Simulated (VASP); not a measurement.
All values below come from r2SCAN meta-GGA, VASP's PBE PAW potentials (set 64) (plane waves; VASP 6.6.1).

The input files of a VASP run:

### INCAR
```
SYSTEM = ZrO2
PREC = Accurate; ENCUT = 620; LREAL = .FALSE.
LASPH = .TRUE.
EDIFF = 1E-6; NELM = 100; ALGO = Normal
LMAXMIX = 4; LMIXTAU = .TRUE.
ISMEAR = 0; SIGMA = 0.05
METAGGA = R2SCAN
IBRION = 2; NSW = 40; ISIF = 3
EDIFFG = -0.02; PSTRESS = 50
LWAVE = .FALSE.; LCHARG = .FALSE.
```

**POSCAR**
```
ZrO2
1.0
  0.0000000000   2.5292350242   2.5292350242
  2.5292350242   0.0000000000   2.5292350242
  2.5292350242   2.5292350242   0.0000000000
Zr O
1 2
Cart
  0.0000000000   0.0000000000   0.0000000000
  1.2646175121   1.2646175121   1.2646175121
  3.7938525363   3.7938525363   3.7938525363
```

File KPOINTS:
```
Automatic mesh
0
Gamma
8 8 8
0 0 0
```

POTCAR, in this order: Zr_sv O (PBE.64 set). Program: vasp_std.

The run wrote:

OSZICAR:
```
       N       E                     dE             d eps       ncg     rms          rms(c)
DAV:   1     0.197487908411E+03    0.19749E+03   -0.16633E+04   928   0.181E+03
DAV:   2    -0.518441775193E+02   -0.24933E+03   -0.24425E+03  1192   0.432E+02
DAV:   3    -0.615323662778E+02   -0.96882E+01   -0.96782E+01  1552   0.844E+01
DAV:   4    -0.618379479353E+02   -0.30558E+00   -0.30545E+00  1216   0.104E+01
DAV:   5    -0.618408985678E+02   -0.29506E-02   -0.29506E-02  1304   0.906E-01    0.267E+01
DAV:   6    -0.452042725772E+02    0.16637E+02   -0.19716E+01  1224   0.431E+01    0.872E+00
DAV:   7    -0.464279058537E+02   -0.12236E+01   -0.24478E+00  1008   0.138E+01    0.443E+00
DAV:   8    -0.461542388114E+02    0.27367E+00   -0.22684E+00  1032   0.159E+01    0.248E+00
DAV:   9    -0.456718847248E+02    0.48235E+00   -0.87946E-01   976   0.111E+01    0.124E+00
DAV:  10    -0.458004848825E+02   -0.12860E+00   -0.88233E-02  1104   0.340E+00    0.787E-01
DAV:  11    -0.458524544914E+02   -0.51970E-01   -0.10839E-02  1032   0.102E+00    0.676E-01
DAV:  12    -0.458523235286E+02    0.13096E-03   -0.89391E-03  1032   0.844E-01    0.449E-01
DAV:  13    -0.458515423100E+02    0.78122E-03   -0.15157E-02  1072   0.947E-01    0.846E-02
DAV:  14    -0.458518741752E+02   -0.33187E-03   -0.44233E-04  1096   0.271E-01    0.751E-02
DAV:  15    -0.458515174302E+02    0.35674E-03   -0.23481E-04  1264   0.186E-01    0.644E-02
DAV:  16    -0.458520598654E+02   -0.54244E-03   -0.39795E-04   944   0.193E-01    0.195E-02
DAV:  17    -0.458520629411E+02   -0.30757E-05   -0.42872E-05  1424   0.505E-02    0.580E-03
DAV:  18    -0.458520642058E+02   -0.12647E-05   -0.42116E-06   936   0.229E-02    0.377E-03
DAV:  19    -0.458520636037E+02    0.60207E-06   -0.19999E-06   752   0.163E-02
   1 F= -.44842213E+02 E0= -.44842213E+02  d E =-.448422E+02
```

### OUTCAR
```
------------------------ aborting loop because EDIFF is reached ----------------------------------------
  FORCE on cell =-STRESS in cart. coord.  units (eV):
  Direction    XX          YY          ZZ          XY          YZ          ZX
  --------------------------------------------------------------------------------------
  Total        1.0086053      1.0086053      1.0086053     -0.0000000     -0.0000000      0.0000000
  in kB       49.9383578     49.9383578     49.9383578     -0.0000000     -0.0000000      0.0000000
  external PRESSURE =      -0.0616422 kB  Pullay stress =      50.0000000 kB
  volume of cell :       32.36
      direct lattice vectors                 reciprocal lattice vectors
     0.000000000  2.529235024  2.529235024    -0.197688232  0.197688232  0.197688232
     2.529235024  0.000000000  2.529235024     0.197688232 -0.197688232  0.197688232
     2.529235024  2.529235024  0.000000000     0.197688232  0.197688232 -0.197688232
 POSITION                                       TOTAL-FORCE (eV/Angst)
 -----------------------------------------------------------------------------------
      0.00000      0.00000      0.00000         0.000000      0.000000     -0.000000
      1.26462      1.26462      1.26462         0.000000      0.000000     -0.000000
      3.79385      3.79385      3.79385        -0.000000     -0.000000      0.000000
 -----------------------------------------------------------------------------------
    total drift:                                0.000000     -0.000000      0.000000
  FREE ENERGIE OF THE ION-ELECTRON SYSTEM (eV)
  ---------------------------------------------------
  free  energy   TOTEN  =       -45.8520636037 eV

  energy  without entropy=      -45.8520636037  energy(sigma->0) =      -45.85206360
  enthalpy is  TOTEN    =       -44.8422133495 eV   P V=        1.0098502542

 reached required accuracy - stopping structural energy minimisation
```
(Selected blocks of OUTCAR.)

The compound is ZrO2 in the fluorite structure, the high-temperature cubic form, which is unstable at 0 K; the monoclinic form is the stable one. It was relaxed first under an external pressure of 5 GPa.
